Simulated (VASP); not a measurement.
# BaTiO3: lattice, stiffness and zone-centre modes, part 2 of 2

What lattice, stiffness and vibrations does BaTiO3 have at one level of theory? The starting structure is a measured crystal structure from the Crystallography Open Database. All runs use LDA.

VASP 6.6.1.

So far. Step 3 (Elastic constants): The elastic tensor has C11 = 346.6, C12 = 118.8, C44 = 133.8 GPa; its Hill averages are a bulk modulus of 194.7 and a shear modulus of 125.5 GPa. Step 4 (Modes of the relaxed cell): The zone-centre modes at 12.334 Å³ an atom are T1u (3) 477.7, T2u 290.9, T1u (2) 186.1, T1u (1) -153.9 cm⁻¹.

### Step 5. Modes at 0.97 of that volume

Level of this step: LDA; plane waves and PAW (Ba_sv, Ti_sv, O) (VASP).

Shape and positions were first relaxed at this volume, in a run that isn't shown.

INCAR reads:

```
SYSTEM = BaTiO3
PREC = Accurate
ENCUT = 560
EDIFF = 1E-08
NELM = 100
ISMEAR = 0
SIGMA = 0.03
LREAL = .FALSE.
ALGO = Normal
GGA = CA
NBANDS = 26
LASPH = .TRUE.
LORBIT = 11
LWAVE = .FALSE.
LCHARG = .FALSE.
KPAR = 8
IBRION = 8
LEPSILON = .TRUE.
LPEAD = .TRUE.
ISIF = 2
```

POSCAR reads:

```
BaTiO3
1.0
    3.9109074002      0.0000000000      0.0000000000
    0.0000000000      3.9109074002      0.0000000000
    0.0000000000      0.0000000000      3.9109074002
Ba Ti O
1 1 3
Direct
    0.5000000000      0.5000000000      0.5000000000
    0.0000000000      0.0000000000      0.0000000000
    0.0000000000      0.0000000000      0.5000000000
    0.0000000000      0.5000000000      0.0000000000
    0.5000000000      0.0000000000      0.0000000000
```

KPOINTS reads:

```
Automatic mesh
0
Gamma
8 8 8
0 0 0
```

Potentials, in the order of the species: Ba_sv, Ti_sv and O (LDA family, release 64).

Launch:

```console
> mpirun -np 8 vasp_std
```

Log:

```text
[... set-up lines as in an earlier step ...]
 entering main loop
       N       E                     dE             d eps       ncg     rms          rms(c)
DAV:   1     0.447165955253E+03    0.44717E+03   -0.21716E+04  1820   0.175E+03
DAV:   2    -0.862724086630E+01   -0.45579E+03   -0.44073E+03  2174   0.461E+02
DAV:   3    -0.523670240409E+02   -0.43740E+02   -0.42661E+02  2114   0.142E+02
DAV:   4    -0.545206705863E+02   -0.21536E+01   -0.21510E+01  2818   0.291E+01
[...]
DAV:  17    -0.441204415310E+02    0.37511E-06   -0.38556E-06  2234   0.172E-02    0.968E-03
DAV:  18    -0.441204414149E+02    0.11604E-06   -0.65185E-07  1958   0.563E-03    0.497E-04
DAV:  19    -0.441204414166E+02   -0.16707E-08   -0.26790E-08  1962   0.168E-03
   1 F= -.44120441E+02 E0= -.44120441E+02  d E =-.439234E-20
 Linear response reoptimize wavefunctions to high precision
DAV:   1    -0.441204414153E+02    0.12524E-08   -0.56473E-09  1808   0.727E-04
DAV:   2    -0.441204414155E+02   -0.13915E-09   -0.41261E-10  1108   0.162E-04
[...]
RMM:  20    -0.363544440907E+00   -0.29816E-07   -0.18026E-06 15083   0.848E-04    0.122E-04
 first order change of Fermi-energy   0.32756E-02
 force on displaced ion       3 direction 1 :  -5.811   0.000   0.000
 Born effective charge ion    3 direction 1 :  -2.178   0.000   0.000
 Linear response progress:
  Degree of freedom:   4/  4
       N       E                     dE             d eps       ncg     rms          rms(c)
RMM:   1    -0.378114800619E+00   -0.37811E+00    0.20326E-01  8147   0.323E+00
RMM:   2    -0.365365052164E+00    0.12750E-01   -0.15606E-02  6994   0.737E-01    0.173E-01
RMM:   3    -0.367434886718E+00   -0.20698E-02   -0.70259E-03  7223   0.313E-01    0.904E-02
RMM:   4    -0.369276701494E+00   -0.18418E-02   -0.22217E-03  7373   0.204E-01    0.267E-02
[...]
RMM:  22    -0.369556049913E+00    0.88845E-09   -0.10589E-07  7557   0.377E-04    0.427E-07
RMM:  23    -0.369556048874E+00    0.10386E-08   -0.30353E-07  7070   0.376E-04    0.279E-07
RMM:  24    -0.369556048832E+00    0.41963E-10   -0.62731E-08  6645   0.375E-04    0.300E-07
 first order change of Fermi-energy  -0.54585E-01
 force on displaced ion       3 direction 3 :  -0.000  -0.000  -8.970
 Born effective charge ion    3 direction 3 :   0.000   0.000  -5.796
 Born effective charges drift removed
 Linear response finished
```

It took 11 min on 8 MPI ranks of AMD EPYC 7R43, shared host; peak memory 5.6 GiB; 88 min of CPU time.

Parts of OUTCAR (step 5):

```text
  Total        2.3631480      2.3631480      2.3631480      0.0000000     -0.0000000     -0.0000000
  in kB       63.2949281     63.2949281     63.2949281      0.0000000     -0.0000000     -0.0000000
  external PRESSURE =      63.2949281 kB  Pullay stress =       0.0000000 kB

 POSITION                                       TOTAL-FORCE (eV/Angst)
 -----------------------------------------------------------------------------------
      1.95545      1.95545      1.95545         0.000000      0.000000      0.000000
      0.00000      0.00000      0.00000         0.000000      0.000000      0.000000
      0.00000      0.00000      1.95545         0.000000      0.000000      0.000000
      0.00000      1.95545      0.00000         0.000000      0.000000      0.000000
      1.95545      0.00000      0.00000         0.000000      0.000000      0.000000
 -----------------------------------------------------------------------------------
    total drift:                                0.000000     -0.000000      0.000000

 MACROSCOPIC STATIC DIELECTRIC TENSOR (including local field effects in DFT)
 ------------------------------------------------------
           6.735385    -0.000000     0.000000
          -0.000000     6.735385    -0.000000
          -0.000000    -0.000000     6.735385
 ------------------------------------------------------

 MACROSCOPIC STATIC DIELECTRIC TENSOR IONIC CONTRIBUTION
 ------------------------------------------------------
           0.596854     0.000000     0.000000
          -0.000000     0.596854     0.000000
           0.000000     0.000000     0.596854
 ------------------------------------------------------

[... 1 part as in an earlier step ...]

[... 1 further part left out ...]
```

The zone-centre modes at 11.964 Å³ an atom are T1u (3) 502.0, T2u 296.5, T1u (2) 198.9, T1u (1) -24.9 cm⁻¹.

### Step 6. Modes at 1.03 of that volume

Shape and positions were first relaxed at this volume, in a run that isn't shown.

INCAR is that of step 5.

POSCAR: that of step 5 with these lines changed.

```diff
@@ -2,5 +2,5 @@
 1.0
-    3.9109074002      0.0000000000      0.0000000000
-    0.0000000000      3.9109074002      0.0000000000
-    0.0000000000      0.0000000000      3.9109074002
+    3.9899369228      0.0000000000      0.0000000000
+    0.0000000000      3.9899369228      0.0000000000
+    0.0000000000      0.0000000000      3.9899369228
 Ba Ti O
```

KPOINTS is that of step 5.

Launch:

```console
> mpirun -np 8 vasp_std
```

Log:

```text
[... set-up lines as in an earlier step ...]
 entering main loop
       N       E                     dE             d eps       ncg     rms          rms(c)
DAV:   1     0.443302636737E+03    0.44330E+03   -0.21534E+04  1820   0.173E+03
DAV:   2    -0.125219713466E+02   -0.45582E+03   -0.43941E+03  2196   0.453E+02
DAV:   3    -0.526786039695E+02   -0.40157E+02   -0.39840E+02  2042   0.139E+02
DAV:   4    -0.547687924492E+02   -0.20902E+01   -0.20873E+01  2886   0.284E+01
[...]
DAV:  16    -0.441297095217E+02   -0.76443E-09   -0.20026E-07  2410   0.422E-03    0.791E-04
DAV:  17    -0.441297095098E+02    0.11889E-07   -0.29911E-08  1680   0.169E-03    0.124E-04
DAV:  18    -0.441297095102E+02   -0.41064E-09   -0.67359E-09  1126   0.494E-04
   1 F= -.44129710E+02 E0= -.44129710E+02  d E =-.813457E-14
 Linear response reoptimize wavefunctions to high precision
DAV:   1    -0.441297095100E+02    0.20509E-09   -0.11615E-09  1206   0.264E-04
DAV:   2    -0.441297095101E+02   -0.39108E-10   -0.32993E-10  1090   0.114E-04
 Linear response to external field (no local field effect), progress :
[...]
RMM:  22    -0.363351023499E+00    0.55399E-08   -0.36418E-07 15063   0.857E-04    0.592E-05
 first order change of Fermi-energy   0.35504E-01
 force on displaced ion       3 direction 1 :  -5.437   0.000   0.000
 Born effective charge ion    3 direction 1 :  -2.148   0.000   0.000
 Linear response progress:
  Degree of freedom:   4/  4
       N       E                     dE             d eps       ncg     rms          rms(c)
RMM:   1    -0.374351628647E+00   -0.37435E+00    0.22742E-01  8076   0.308E+00
RMM:   2    -0.364627756790E+00    0.97239E-02   -0.14860E-02  6948   0.716E-01    0.163E-01
RMM:   3    -0.366533339939E+00   -0.19056E-02   -0.63597E-03  7181   0.299E-01    0.856E-02
RMM:   4    -0.368283552748E+00   -0.17502E-02   -0.23075E-03  7412   0.200E-01    0.259E-02
[...]
RMM:  56    -0.368513507029E+00   -0.11748E-09   -0.68819E-07  6630   0.675E-04    0.135E-06
RMM:  57    -0.368513506843E+00    0.18542E-09   -0.16726E-06  6638   0.676E-04    0.107E-06
RMM:  58    -0.368513506848E+00   -0.48651E-11   -0.64505E-07  6631   0.675E-04    0.116E-06
 first order change of Fermi-energy   0.14140E-01
 force on displaced ion       3 direction 3 :   0.000  -0.000  -4.824
 Born effective charge ion    3 direction 3 :   0.000   0.000  -5.858
 Born effective charges drift removed
 Linear response finished
```

Run time: 9.3 min. Hardware: 8 MPI ranks; peak memory 6.5 GiB; 74 min of CPU time.

From OUTCAR (step 6):

```text
  Total       -2.1255674     -2.1255674     -2.1255674     -0.0000000     -0.0000000      0.0000000
  in kB      -53.6151303    -53.6151303    -53.6151303     -0.0000000     -0.0000000      0.0000000
  external PRESSURE =     -53.6151303 kB  Pullay stress =       0.0000000 kB

 POSITION                                       TOTAL-FORCE (eV/Angst)
 -----------------------------------------------------------------------------------
      1.99497      1.99497      1.99497         0.000000      0.000000      0.000000
      0.00000      0.00000      0.00000         0.000000      0.000000      0.000000
      0.00000      0.00000      1.99497         0.000000      0.000000      0.000000
      0.00000      1.99497      0.00000         0.000000      0.000000      0.000000
      1.99497      0.00000      0.00000         0.000000      0.000000      0.000000
 -----------------------------------------------------------------------------------
    total drift:                                0.000000      0.000000     -0.000000

 MACROSCOPIC STATIC DIELECTRIC TENSOR (including local field effects in DFT)
 ------------------------------------------------------
           6.828307     0.000000    -0.000000
          -0.000000     6.828307    -0.000000
           0.000000     0.000000     6.828307
 ------------------------------------------------------

 MACROSCOPIC STATIC DIELECTRIC TENSOR IONIC CONTRIBUTION
 ------------------------------------------------------
           0.696470    -0.000000     0.000000
          -0.000000     0.696470     0.000000
           0.000000     0.000000     0.696470
 ------------------------------------------------------

[... 1 part as in an earlier step ...]

[... 1 further part left out ...]
```

The zone-centre modes at 12.704 Å³ an atom are T1u (3) 459.4, T2u 287.0, T1u (2) 174.0, T1u (1) -218.4 cm⁻¹.

### Step 7. All runs side by side

| run | volume (Å³/atom) | T1u (3) | T2u | T1u (2) | T1u (1) | core minutes |
| --- | --- | --- | --- | --- | --- | --- |
| relaxation | 12.334 | - | - | - | - | 1.12 |
| elastic constants | 12.334 | - | - | - | - | 46.5 |
| modes of the relaxed cell | 12.334 | 477.7 | 290.9 | 186.1 | -153.9 | 61.5 |
| modes at 0.97 of that volume | 11.964 | 502.0 | 296.5 | 198.9 | -24.9 | 88.3 |
| modes at 1.03 of that volume | 12.704 | 459.4 | 287.0 | 174.0 | -218.4 | 74.3 |

Modes are in cm⁻¹, degenerate ones as one, matched by symmetry and order. A number in brackets counts the listed modes of one symmetry from the lowest. The symmetry labels come from an automatic analysis and can be wrong where levels nearly coincide. Core minutes are wall time times ranks of the run shown, on a shared host.

### Step 8. Results

| Property | Result |
| --- | --- |
| relaxed volume | 12.33 Å³/atom |
| bulk modulus from two volumes | 193 GPa |
| Hill shear modulus | 125 GPa |
| mode T1u (3) | 477.7 cm⁻¹ |
| mode T2u | 290.9 cm⁻¹ |
| mode T1u (2) | 186.1 cm⁻¹ |
| mode T1u (1) | -153.9 cm⁻¹ |
| Grüneisen parameter of T1u (3) | 1.48 |
| Grüneisen parameter of T2u | 0.54 |
| Grüneisen parameter of T1u (2) | 2.23 |

At the LDA level BaTiO3 relaxes to 12.33 Å³ an atom. The bulk modulus is 192.8 GPa from the pressures at two volumes and 194.7 GPa as the Hill average of the elastic tensor, so the two routes agree. The mode Grüneisen parameters, from the cells at 0.97 and 1.03 of the volume, run from 0.54 (T2u) to 2.23 (T1u (2)). Levels that come within 1 cm⁻¹ of another or under 2 cm⁻¹, or whose frequency doesn't run one way with the volume, are left out of this. Soft modes change by more than one parameter describes: T1u (1) goes from -24.9 to -218.4 cm⁻¹ between the two cells. Imaginary modes appear in the modes of the relaxed cell, modes at 0.97 of that volume and modes at 1.03 of that volume, given as negative numbers, so the symmetric structure may be unstable. The dielectric constants and Born charges in the logs aren't compared here; at a small gap they can be far off, and in a run without a gap they mean nothing. The frequencies are harmonic, and the splitting of polar modes by their long-range field is left out. All values are for a static lattice. Further runs on this material are not shown.

[Lines on the potential files, build, host, timing and source positions are cut from VASP's logs without a mark.]

[Logs are printed without paths, hosts, clocks, repeated set-up lines and the standing remarks that a program may print on its own settings, such as how far it seeks lower states.]

[Hosts, paths, dates, database ids (printed as entryN), source tags and the programs' standing remarks are cut or masked in the printed files.]
